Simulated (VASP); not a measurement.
Here is a VASP 6.6.1 calculation.

INCAR

```
SYSTEM = CuO
  PREC = Accurate
  ENCUT = 520
  EDIFF = 1E-6
  ISMEAR = 0
  SIGMA = 0.02
  LREAL = Auto
  LASPH = .True.
  NELM = 150
  ALGO = Normal
  ISIF = 2
  LWAVE = .False.
  LCHARG = .False.
  ISPIN = 2
  MAGMOM = 1 -1 -1 1 1 -1 -1 1 0 0 0 0 0 0 0 0
  LORBIT = 11
  LMAXMIX = 4
  NBANDS = 86
```

File KPOINTS:

```
Automatic mesh
0
Gamma
  3 6 3
  0 0 0
```

POSCAR

```
CuO
1.0
    3.8339394260      0.0000000000      5.0580666287
    0.0000000000      3.4230000000      0.0000000000
   -5.5340605740      0.0000000000      5.0580666287
Cu O
8 8
Direct
    0.1250000000      0.2500000000      0.8750000000
    0.6250000000      0.2500000000      0.3750000000
    0.3750000000      0.7500000000      0.6250000000
    0.8750000000      0.7500000000      0.1250000000
    0.3750000000      0.7500000000      0.1250000000
    0.8750000000      0.7500000000      0.6250000000
    0.1250000000      0.2500000000      0.3750000000
    0.6250000000      0.2500000000      0.8750000000
    0.1250000000      0.4184000000      0.1250000000
    0.6250000000      0.4184000000      0.6250000000
    0.3750000000      0.9184000000      0.8750000000
    0.8750000000      0.9184000000      0.3750000000
    0.3750000000      0.5816000000      0.3750000000
    0.8750000000      0.5816000000      0.8750000000
    0.1250000000      0.0816000000      0.6250000000
    0.6250000000      0.0816000000      0.1250000000
```

Potentials or basis: VASP PAW LDA potentials, release 64 (Cu, O).

Run with:

```sh
$ cat potpaw_LDA.64/Cu/POTCAR potpaw_LDA.64/O/POTCAR > POTCAR
$ mpirun -np 1 vasp_std > vasp.out
```

Q: What does it give for the net moment?

A: 0.00 μB per cell.

Q: Estimate the largest force.

A: 0.406 eV/Å.

Stress tensor (GPa, compression positive):
```
 -9.67   0.00   0.30
  0.00  -5.36   0.00
  0.30   0.00 -11.55
```
